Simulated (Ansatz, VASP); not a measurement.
Given: the input of a run of Ansatz 0.2.0 on Au.

The input input.yaml:

```yaml
crystal:
  lattice:
    - [-1.66724, 1.610846, 1.664696]
    - [1.603735, -1.635684, 1.626029]
    - [1.736433, 1.704878, -1.689534]
  atoms:
    - { symbol: Au, position: [-0.009882, -0.017092, -0.021301] }
hamiltonian:
  xc: pbesol
  pseudopotentials: { kind: paw }
kpoints:
  mp_grid: { grid: [11, 11, 11] }
scf:
  occupations: { method: fermi_dirac, width: 0.05 }
output:
  forces: true
  stress: true
  eigenvalues: true
```

Potentials or basis: Ansatz PAW.

Run with:

```bash
$ ansatz run input.yaml --threads 1 --pin off --max-ram 3584MiB --backend cpu --events-out ev --progress --plain --runs-dir out
```

Q: Translate it to VASP 6.6.1. Potentials there: VASP PAW PBE potentials, release 64 (Au).

A: As run (the cutoff follows the program's own potentials):

File INCAR:

```
ALGO = Normal
EDIFF = 1E-7
ENCUT = 520
GGA = PS
ISIF = 2
ISMEAR = -1
LASPH = True
LCHARG = True
LELF = True
LREAL = False
LVHAR = True
LWAVE = False
NBANDS = 12
NELM = 80
PREC = Accurate
SIGMA = 0.05
```

Contents of KPOINTS:

```
k-points
0
Gamma
  11 11 11
```

The input POSCAR:

```
Au
1.0
   -1.6672400000      1.6108460000      1.6646960000
    1.6037350000     -1.6356840000      1.6260290000
    1.7364330000      1.7048780000     -1.6895340000
Au
1
Direct
   -0.0098820000     -0.0170920000     -0.0213010000
```

Potentials or basis: VASP PAW PBE potentials, release 64 (Au).

Launch:

```sh
$ cat potpaw_PBE.64/Au/POTCAR > POTCAR
$ mpirun -np 1 vasp_std > vasp.out
```

Both were run:

|  | VASP | Ansatz | Ansatz less VASP |
| --- | --- | --- | --- |
| gap on the k mesh at the Fermi level (eV) | none | none | - |
| pressure (GPa) | -8.7 | -8.5 | +0.21 |
| largest component of the traceless stress (GPa) | 1.86 | 1.87 | +0.009 |

A gap of «none» marks a metal or a gap that the smearing closes. The two sets of potentials don't hold the same shells in valence.

Caveats: the PAW data sets were made with another functional, which shifts forces and pressure a little (VASP); the PAW data sets come from PBE, with cores solved anew for the run's functional, which leaves a small shift of forces and pressure (Ansatz). The runs have no spin-orbit coupling, so splittings on Au are missing.
